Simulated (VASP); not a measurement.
# GaAs (F-43m) in VASP: further runs, part 2 of 2

VASP 6.6.1. Earlier steps stand in the parts before.

## 4. Relaxation of cell and atoms, PBEsol

Input file INCAR:

```
SYSTEM = GaAs
PREC = Accurate
ENCUT = 600
EDIFF = 1E-6
ISMEAR = 0
SIGMA = 0.03
LREAL = .False.
LASPH = .True.
NELM = 80
ALGO = Normal
ISIF = 3
LWAVE = .False.
LCHARG = .False.
GGA = PS
IBRION = 2
NSW = 90
EDIFFG = -0.01
KPAR = 2
```

Input file KPOINTS:

```
regular mesh
0
Gamma
  10 10 10
  0 0 0
```

Input file POSCAR:

```
GaAs
1.0
    0.0000000000      2.8268500000      2.8268500000
    2.8268500000      0.0000000000      2.8268500000
    2.8268500000      2.8268500000      0.0000000000
Ga As
1 1
Direct
    0.0000000000      0.0000000000      0.0000000000
    0.2500000000      0.2500000000      0.2500000000
```

Potentials or basis: VASP PAW PBE potentials, release 64 (Ga_d, As).

Command:

```
$ cat potpaw_PBE.64/Ga_d/POTCAR potpaw_PBE.64/As/POTCAR > POTCAR
$ mpirun -np 2 vasp_std > vasp.out
```

OUTCAR:

```text
SYSTEM = GaAs
   PREC = Accurate
   ENCUT = 600
   EDIFF = 1E-6
   ISMEAR = 0
   LREAL = .False.
   LASPH = .True.
   NELM = 80
   ISIF = 3
   GGA = PS
   IBRION = 2
   NSW = 90
   EDIFFG = -0.01

 ion  position               nearest neighbor table
   1  0.000  0.000  0.000-   2 2.45   2 2.45   2 2.45   2 2.45
   2  0.250  0.250  0.250-   1 2.45   1 2.45   1 2.45   1 2.45

  LATTYP: Found a face centered cubic cell.
 ALAT       =     5.6537000000

  Lattice vectors:

 A1 = (   0.0000000000,   2.8268500000,   2.8268500000)
 A2 = (   2.8268500000,   0.0000000000,   2.8268500000)
 A3 = (   2.8268500000,   2.8268500000,   0.0000000000)

Analysis of symmetry for initial positions (statically):
=====================================================================
 Subroutine PRICEL returns:
[... 269 lines left out ...]
      5     -10.9280      2.00000
      6      -8.9588      2.00000
      7       3.7588      2.00000
      8       3.7588      2.00000
      9       3.7588      2.00000
     10       4.1789      0.00000
     11       7.4483      0.00000
     12       7.4483      0.00000
     13       7.4483      0.00000
[... 354 lines left out ...]
  band No.  band energies     occupation
      1     -11.0987      2.00000
      2     -10.9710      2.00000
      3     -10.9695      2.00000
      4     -10.9457      2.00000
      5     -10.9185      2.00000
      6      -7.2261      2.00000
      7      -1.9197      2.00000
      8       1.1627      2.00000
      9       1.5070      2.00000
     10       5.5208      0.00000
     11       6.5347      0.00000
     12      10.9738      0.00000
     13      11.6324      0.00000

 [... further k-points ...]

------------------------ aborting loop because EDIFF is reached ----------------------------------------

  FORCE on cell =-STRESS in cart. coord.  units (eV):
  Direction    XX          YY          ZZ          XY          YZ          ZX
  --------------------------------------------------------------------------------------
  -------------------------------------------------------------------------------------
  Total        0.0038439      0.0038439      0.0038439      0.0000000      0.0000000     -0.0000000
  in kB        0.1356604      0.1356604      0.1356604      0.0000000      0.0000000     -0.0000000
  external PRESSURE =       0.1356604 kB  Pullay stress =       0.0000000 kB
[... 17 lines left out ...]
  FREE ENERGIE OF THE ION-ELECTRON SYSTEM (eV)
  ---------------------------------------------------
  free  energy   TOTEN  =        -9.0914522499 eV

  energy  without entropy=       -9.0914522499  energy(sigma->0) =       -9.09145225

 reached required accuracy - stopping structural energy minimisation
```

OSZICAR:

```text
N       E                     dE             d eps       ncg     rms          rms(c)
DAV:   1     0.833888450575E+02    0.83389E+02   -0.98374E+03  1230   0.205E+03
DAV:   2    -0.248874474408E+01   -0.85878E+02   -0.82845E+02  1323   0.347E+02
DAV:   3    -0.917122822221E+01   -0.66825E+01   -0.66232E+01  1557   0.778E+01
[... 20 lines left out ...]
DAV:   2    -0.909156862124E+01    0.42455E-03   -0.78910E-04  1522   0.689E-01    0.613E-02
DAV:   3    -0.909146299404E+01    0.10563E-03   -0.13105E-04  1602   0.237E-01    0.136E-02
DAV:   4    -0.909145350109E+01    0.94930E-05   -0.12023E-05  1431   0.541E-02    0.461E-03
DAV:   5    -0.909145225387E+01    0.12472E-05   -0.74591E-07   611   0.141E-02    0.965E-04
DAV:   6    -0.909145224993E+01    0.39358E-08   -0.15676E-07   611   0.604E-03
   3 F= -.90914522E+01 E0= -.90914522E+01  d E =-.232830E-03
```

CONTCAR:

```text
GaAs
   1.00000000000000
    -0.0000000000000000    2.8313993251172369    2.8313993251172369
     2.8313993251172369    0.0000000000000000    2.8313993251172369
     2.8313993251172369    2.8313993251172369    0.0000000000000000
  Ga              As
     1     1
Direct
     0.0000000000000000    0.0000000000000000    0.0000000000000000
     0.2500000000000000    0.2500000000000000    0.2500000000000000

  0.00000000E+00  0.00000000E+00  0.00000000E+00
  0.00000000E+00  0.00000000E+00  0.00000000E+00
```

It took 14 s on 2 MPI ranks of Intel Xeon Platinum 8559C (Emerald Rapids), shared host; peak memory 0.19 GiB.

Results:

```
Free energy                            : -9.0915 eV
Relaxed volume                         : 22.70 Å³/atom
Relaxed cell                           : a = 4.004 Å, b = 4.004 Å, c = 4.004 Å, α = 60.00°, β = 60.00°, γ = 60.00°
Space group after relaxing (to 0.05 Å) : F-43m (No. 216)
Energy gained by relaxing              : 0.1 meV/atom
Ionic steps                            : 3
Pressure after relaxing                : 0.0 GPa
Band gap on the k mesh                 : 0.42 eV, direct
```

Step by step:
```
step  energy change (eV)  largest force (eV/Å)  pressure (GPa)  volume (Å³)
   1              0.0000                0.0000            0.33        45.18
   2             -0.0002                0.0000           -0.18        45.48
   3             -0.0002                0.0000            0.01        45.40
```

Final structure:
```yaml
crystal:
  lattice:
    - [0.00000, 2.83140, 2.83140]
    - [2.83140, 0.00000, 2.83140]
    - [2.83140, 2.83140, 0.00000]
  atoms:
    - { symbol: Ga, position: [0.00000, 0.00000, 0.00000] }
    - { symbol: As, position: [0.25000, 0.25000, 0.25000] }
```

Caveat: the PAW data sets were made with another functional, which shifts forces and pressure a little. A k mesh can miss the band edges.

## 5. Relaxation of cell and atoms, PBEsol

This run uses another cell than the first one, of 22.70 Å³/atom, 1.005 times its volume.

INCAR: that of step 4 with these lines changed.

```diff
@@ -3,3 +3,3 @@
 ENCUT = 600
-EDIFF = 1E-6
+EDIFF = 1E-7
 ISMEAR = 0
@@ -16,3 +16,3 @@
 NSW = 90
-EDIFFG = -0.01
+EDIFFG = -0.005
 KPAR = 2
```

KPOINTS is that of step 4.

Input file POSCAR:

```
GaAs                                    
1.0
   -0.0000000000      2.8313993251      2.8313993251
    2.8313993251      0.0000000000      2.8313993251
    2.8313993251      2.8313993251      0.0000000000
  Ga              As            
     1     1
Direct
     0.0000000000000000    0.0000000000000000    0.0000000000000000
     0.2500000000000000    0.2500000000000000    0.2500000000000000
```

Potentials or basis: VASP PAW PBE potentials, release 64 (Ga_d, As).

Command:

```
$ cat potpaw_PBE.64/Ga_d/POTCAR potpaw_PBE.64/As/POTCAR > POTCAR
$ mpirun -np 2 vasp_std > vasp.out
```

OUTCAR:

```text
SYSTEM = GaAs
   PREC = Accurate
   ENCUT = 600
   EDIFF = 1E-7
   ISMEAR = 0
   LREAL = .False.
   LASPH = .True.
   NELM = 80
   ISIF = 3
   GGA = PS
   IBRION = 2
   NSW = 90
   EDIFFG = -0.005

 ion  position               nearest neighbor table
   1  0.000  0.000  0.000-   2 2.45   2 2.45   2 2.45   2 2.45
   2  0.250  0.250  0.250-   1 2.45   1 2.45   1 2.45   1 2.45

  LATTYP: Found a face centered cubic cell.
[... 578 lines left out ...]

  FORCE on cell =-STRESS in cart. coord.  units (eV):
  Direction    XX          YY          ZZ          XY          YZ          ZX
  --------------------------------------------------------------------------------------
  -------------------------------------------------------------------------------------
  Total       -0.0044293     -0.0044293     -0.0044293      0.0000000      0.0000000     -0.0000000
  in kB       -0.1563199     -0.1563199     -0.1563199      0.0000000      0.0000000     -0.0000000
  external PRESSURE =      -0.1563199 kB  Pullay stress =       0.0000000 kB

 VOLUME and BASIS-vectors are now :
 -----------------------------------------------------------------------------
  energy-cutoff  :      600.00
  volume of cell :       45.40
      direct lattice vectors                 reciprocal lattice vectors
     0.000000000  2.831399325  2.831399325    -0.176591128  0.176591128  0.176591128
     2.831399325  0.000000000  2.831399325     0.176591128 -0.176591128  0.176591128
     2.831399325  2.831399325  0.000000000     0.176591128  0.176591128 -0.176591128

 POSITION                                       TOTAL-FORCE (eV/Angst)
 -----------------------------------------------------------------------------------
      0.00000      0.00000      0.00000         0.000000      0.000000      0.000000
      1.41570      1.41570      1.41570        -0.000000     -0.000000     -0.000000
 -----------------------------------------------------------------------------------
    total drift:                                0.000001      0.000001      0.000001

  FREE ENERGIE OF THE ION-ELECTRON SYSTEM (eV)
  ---------------------------------------------------
  free  energy   TOTEN  =        -9.0914842074 eV

  energy  without entropy=       -9.0914842074  energy(sigma->0) =       -9.09148421

 reached required accuracy - stopping structural energy minimisation
```

OSZICAR:

```text
N       E                     dE             d eps       ncg     rms          rms(c)
DAV:   1     0.846820210840E+02    0.84682E+02   -0.99509E+03  1230   0.206E+03
DAV:   2    -0.253412740408E+01   -0.87216E+02   -0.84086E+02  1365   0.348E+02
DAV:   3    -0.917169647992E+01   -0.66376E+01   -0.65928E+01  1547   0.787E+01
DAV:   4    -0.928752266082E+01   -0.11583E+00   -0.11576E+00  1400   0.116E+01
DAV:   5    -0.928941638183E+01   -0.18937E-02   -0.18936E-02  1485   0.129E+00    0.292E+00
DAV:   6    -0.912440709082E+01    0.16501E+00   -0.27588E-01  1915   0.113E+01    0.173E+00
DAV:   7    -0.909304728214E+01    0.31360E-01   -0.68459E-02  1783   0.246E+00    0.534E-01
DAV:   8    -0.909127063225E+01    0.17766E-02   -0.96497E-03  1432   0.138E+00    0.990E-02
DAV:   9    -0.909143603238E+01   -0.16540E-03   -0.78708E-04  1527   0.396E-01    0.446E-02
DAV:  10    -0.909146336764E+01   -0.27335E-04   -0.54514E-05  1659   0.825E-02    0.240E-02
DAV:  11    -0.909148416758E+01   -0.20800E-04   -0.26494E-05  1347   0.579E-02    0.223E-03
DAV:  12    -0.909148420743E+01   -0.39843E-07   -0.84701E-07  1439   0.153E-02
   1 F= -.90914842E+01 E0= -.90914842E+01  d E =-.909148E+01
```

It took 6.9 s on 2 MPI ranks of Intel Xeon Platinum 8559C (Emerald Rapids), shared host; peak memory 0.18 GiB.

What came out:

```
Free energy             : -9.0915 eV
Pressure after relaxing : 0.0 GPa
Band gap on the k mesh  : 0.42 eV, direct
```

Final structure:
```xyz
2
Lattice="0.0000 2.8314 2.8314 2.8314 0.0000 2.8314 2.8314 2.8314 0.0000" Properties=species:S:1:pos:R:3 pbc="T T T"
Ga    0.0000    0.0000    0.0000
As    1.4157    1.4157    1.4157
```

Caveat: the relaxation stopped at its first step, so nothing moved; the PAW data sets were made with another functional, which shifts forces and pressure a little. A k mesh can miss the band edges.
